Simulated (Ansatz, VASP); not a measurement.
**Ta in VASP and in Ansatz**

File INCAR:

```
SYSTEM = Ta
PREC     = Accurate       ! precision mode
ENCUT    = 600            ! plane-wave cutoff, eV
EDIFF    = 1E-6           ! SCF threshold, eV
ISMEAR   = 0              ! smearing method
SIGMA    = 0.1            ! smearing width, eV
LREAL    = .FALSE.        ! projectors in reciprocal space
LASPH    = .TRUE.         ! aspherical terms in the spheres
NELM     = 100            ! most SCF steps
ALGO     = Fast           ! electronic algorithm
ISIF     = 3              ! what is computed and relaxed
LWAVE    = .FALSE.        ! write WAVECAR
LCHARG   = .FALSE.        ! write CHGCAR
GGA      = PE             ! functional
IVDW     = 12             ! dispersion correction
IBRION   = 2              ! ionic algorithm
NSW      = 70             ! ionic steps
EDIFFG   = -0.005         ! ionic threshold
```

File KPOINTS:

```
Automatic mesh
0
G
  18 18 18
  0 0 0
```

File POSCAR:

```
Ta
1.0
   -1.6593948215      1.6593948215      1.6593948215
    1.6593948215     -1.6593948215      1.6593948215
    1.6593948215      1.6593948215     -1.6593948215
Ta
1
Direct
    0.0000000000      0.0000000000      0.0000000000
```

Input for Ansatz:

```yaml
crystal:
  lattice:
    - [-1.6593948215, 1.6593948215, 1.6593948215]
    - [1.6593948215, -1.6593948215, 1.6593948215]
    - [1.6593948215, 1.6593948215, -1.6593948215]
  atoms:
    - { symbol: Ta, position: [0.0, 0.0, 0.0] }
basis:
  ecutwfc: 420
kpoints:
  mp_grid: { grid: [18, 18, 18] }
hamiltonian:
  xc: pbe
  dispersion: d3bj
scf:
  occupations: { method: gaussian, width: 0.1 }
output:
  forces: true
  stress: true
  eigenvalues: true
relax:
  adjacent_minimum: "off"
  f_tol: 0.005
  max_steps: 50
  cell: { stress_tol: 0.05 }
```

Alike in both runs: task relaxation of cell and atoms; functional PBE; dispersion D3(BJ); k mesh 18 × 18 × 18; occupations gaussian, width 0.1 eV; no spin polarisation.

|  | VASP | Ansatz |
| --- | --- | --- |
| version | VASP 6.6.1 | Ansatz 0.2.0 |
| potentials or method | VASP PAW PBE potentials, release 64 (Ta_pv) | scalar-relativistic, plane waves, PAW |
| plane-wave cutoff (eV) | 600 | 420 |
| valence electrons in the cell | 11 | 13 |

Ansatz gave:

```
gap on the k mesh at the Fermi level, each at its own relaxed structure (eV) : none
relaxed volume (Å³/atom)                                                     : 17.72
relaxed cell length with the largest relative difference (Å)                 : 2.845
energy change over the relaxation (meV/atom)                                 : -11
```

Task: Which values does VASP return?

Result: gap on the k mesh at the Fermi level, each at its own relaxed structure (eV): none; relaxed volume (Å³/atom): 17.74; relaxed cell length with the largest relative difference (Å): 2.846; energy change over the relaxation (meV/atom): -10.

A gap of «none» marks a metal or a gap that the smearing closes. The two sets of potentials don't hold the same shells in valence.

Caveats: pairwise dispersion overbinds metals, which lowers pressure and volume. The runs have no spin-orbit coupling, so splittings on Ta are missing.
